## Tension in a crystal at rest

The first row looks wrong. It puts carbon with ordinary single bonds of 1.544 Å under a pressure of −62 GPa, where the minus sign means that the cell pulls inward. Tension of that size belongs to a crystal stretched far beyond its natural volume. Yet the last row describes the same cell, with each atom in the same place, and finds only −1.9 GPa.

Plane-wave DFT with DFTK 0.8.2, r2SCAN and scalar-relativistic norm-conserving pseudopotentials for hexagonal carbon (P6_3/mmc, 8 atoms), without spin polarisation and with cell and atoms as supplied. All runs use a 5×5×2 k mesh and Fermi-Dirac smearing of 0.05 eV. The sweep value is the plane-wave cutoff in eV, and energies are free energies.

```tsv
sweep value	energy less tightest (meV/atom)	pressure (GPa)	gap (eV)
408.171	1577.3	-62.19	3.890
544.228	547.5	-37.64	4.530
653.073	229.3	-23.78	4.601
843.553	41.6	-8.93	4.647
1006.82	3.9	-3.00	4.653
1197.3	0.4	-1.94	4.653
1442.2	0.2	-1.94	4.653
1741.53	0.0	-1.92	4.653
```

The sweep value is the plane-wave cutoff in eV: the highest kinetic energy of any wave used to build the electron states. A higher cutoff admits shorter waves and so allows finer detail. The energy column gives the energy per atom above that of the tightest cutoff, and it falls at each step. The pressure climbs towards zero and levels off from 1197.3 eV on.

## Three explanations

The tempting one takes the pressure at its word: the cell is too large, and the crystal wants to shrink. The second holds that the pressure inherits the error of the energy. If the energy per atom is wrong by some amount, that amount divided by the volume per atom is a pressure, and the two errors should fade together. The third blames the way in which a pressure is calculated with plane waves, an effect known as Pulay stress.

The first explanation fails for most of the tension, because the cell never changes. Only the part that survives at the tightest cutoff can be a property of this cell, and that is about 3% of the value in the first row. This remainder does suggest that the supplied cell is slightly too large for this functional and pseudopotential, although the k mesh was not varied and may account for part of it. It applies to the atoms as supplied, which still feel forces of up to about 0.36 eV/Å, and not to a relaxed crystal.

The second explanation can be tested by dividing one error by the other, both taken relative to the tightest cutoff. At the lowest cutoff the pressure error is 1.4 times the energy error per volume. At 1006.82 eV it is 9.8 times as large, and the ratio grows at each step between. At 1197.3 eV it falls back to about 1.8, but there the pressure error is no larger than the difference between the last two rows, so the test rests on the first five cutoffs. The two errors therefore do not fade together, and a good explanation has to say why the pressure lags behind.

## Why a fixed set of waves pulls inward

A pressure is the response of the energy to a small change of volume. The calculation takes this response with a fixed set of plane waves, and these waves are tied to the cell: when the cell is stretched, each of them becomes longer. The shortest wave then resolves less detail than before, so the stretched cell is described with a slightly poorer basis. Its energy comes out too high, and an energy that rises on stretching is exactly what a pull inward means.

A simpler system shows the effect in its pure form. Take one electron held in a narrow well in the middle of a long periodic line, and describe it with a fixed number of waves that fit the line. The electron does not feel how long the line is, so the true force on the line is zero. Stretch the line, however, and all the waves lengthen while the well stays as narrow as it was. The electron is described less well, its energy rises, and the line seems to contract like a rubber band.

In carbon the narrow well corresponds to the region close to each nucleus. The 2p electrons have no inner p shell to keep them out, so they sit close in and need short waves. A small stretch of the bonds hardly alters this region, which is why the picture carries over. It may stop carrying over where the basis is too coarse even for the bonds, because the density in a bond does depend on the distance between atoms.

## The size of the effect

Let $N$ be the number of plane waves, $V$ the volume per atom, $E_\mathrm{cut}$ the cutoff and $E$ the energy per atom. The number of waves below a cutoff follows $N \propto V E_\mathrm{cut}^{3/2}$. Keeping $N$ fixed while $V$ grows therefore lowers the effective cutoff:

$$\frac{dE_\mathrm{cut}}{dV} = -\frac{2}{3}\,\frac{E_\mathrm{cut}}{V}$$

The calculated pressure $p$ then has two parts:

$$p = p_\mathrm{fixed\ cutoff} + \frac{2}{3V}\,\frac{dE}{d\ln E_\mathrm{cut}}$$

The first part is the pressure that would be found if the cutoff were held constant while the cell changed. The second is the false pull. It is negative because the energy falls as the cutoff rises. If the basis error at constant cutoff is the same in a slightly larger cell, the first part already equals the converged pressure, and the whole excess comes from the second.

The step from 653.073 to 843.553 eV serves as an example. The energy drops by 229.3 − 41.6 = 187.7 meV per atom, while the logarithm of the cutoff rises by ln(843.553/653.073) = 0.256. With 5.67 Å³ per atom, and 1 eV/Å³ equal to about 160 GPa, the mean false pressure over this step is

$$-\frac{2}{3}\times\frac{0.1877\ \mathrm{eV}}{0.256\times 5.67\ \mathrm{Å^3}} \approx -0.086\ \mathrm{eV/Å^3} \approx -14\ \mathrm{GPa}$$

The calculated pressures at the two ends of the step differ from the converged one by −22 and −7 GPa. The estimate falls between them, as a mean should if the excess changes steadily. It was obtained from energies alone, and the formula has no constant that could be adjusted to the pressures.

The same comparison succeeds for each of the four steps from 544.228 to 1197.3 eV. Over this range the energy curve accounts for a tension that begins at 36 GPa above the converged value and ends near zero. The comparison is a coarse one, since the end values of a step can lie far apart. Still, the third explanation gets the size about right, while the first is at odds with the fixed cell and the second with the growing ratio.

## Why the pressure lags behind the energy

The formula also explains the growing ratio. The energy error is the height of the curve above its final level, whereas the pressure error is proportional to its slope against the logarithm of the cutoff. If the energy error fell as one fixed power of the cutoff, slope and height would stay in proportion, and the second explanation would have passed its test. Here the decay steepens: the local power is about 4 over the first step and about 13 between 843.553 and 1006.82 eV.

Such steepening is typical of smooth functions. A pseudopotential replaces the sharp structure of the valence states at the nucleus by a smooth shape, and the short waves in a smooth shape die out quickly once the cutoff has passed its finest detail. On the way down the curve is therefore steep for its height. The energy error is already small there, while the pressure still registers the steepness.

The row at 1006.82 eV shows what this means in practice. Its energy lies within 4 meV per atom of the tightest value, a small error for an energy. Its pressure is still off by 1.1 GPa, more than half of the 1.9 GPa that remains at the tightest cutoff. One step further, at 1197.3 eV, the pressure error has dropped to about 0.02 GPa.

## Where the formula fails

The first step, from 408.171 to 544.228 eV, does not fit. The energy drop calls for a mean excess of −67 GPa, but the calculated excess is only −60 GPa at one end and −36 GPa at the other. The next step passes the comparison, yet its estimate of −33 GPa also lies close to the stronger end. The formula thus begins to ask for too much tension as the basis becomes coarse.

The assumption most likely to break is that the basis error does not depend on volume. If the two-part formula holds and the calculated pressure climbs steadily over the first step, the pressure at constant cutoff must lie above the converged one by at least 7 GPa on average. A crystal treated at such a constant cutoff would then push outward, the opposite of what the −62 GPa seems to say. Energies at several volumes with the cutoff held near 450 eV would settle the matter.

A possible reason is that the coarsest basis damages the bonds as well as the region near the nuclei. Its shortest wave is about 0.6 Å long, no longer tiny beside a bond. The gap points the same way: it is 0.76 eV too small at the lowest cutoff but only 0.12 eV too small at the next, both relative to the tightest. This remains a guess, and the functional may add to the misfit, since the runs warned that the kinetic energy density falls below its theoretical lower bound somewhere.

## What follows for choosing a cutoff

The false tension matters as soon as the cell is allowed to relax. Diamond, the cubic relative of this hexagonal crystal, has a bulk modulus of roughly 440 GPa, a recalled value. With the same stiffness here, the −24 GPa at 653.073 eV would shrink the volume by about 5% if the cell followed the calculated stress, or a little less because the crystal stiffens as it shrinks. The converged pressure asks for only about 0.4%. A density taken from such a relaxation would be clearly too high, and the fault would lie almost entirely with the basis.

The gap would give little warning. At 843.553 eV it agrees with the tightest cutoff to 6 meV, while the pressure is still off by 7 GPa. This agreement concerns the cutoff alone, because the k mesh may miss the band edges and so overstate the gap. A cutoff that serves for the gap of a given cell can thus be far too low for finding the size of that cell.

For work that relies on stresses, the pressure itself should therefore decide the cutoff, and among the values listed here that means 1197.3 eV if an error of 1.1 GPa is too large. For another material or pseudopotential, two energies per atom at neighbouring cutoffs are enough for a first estimate, unless the basis is as coarse as in the first step here. Their difference, divided by the step in the logarithm of the cutoff and by the volume per atom, gives the mean false tension between the two cutoffs after multiplication by two thirds. A steep energy curve in a small volume per atom is the case to watch, and carbon in its four-coordinated form has both.
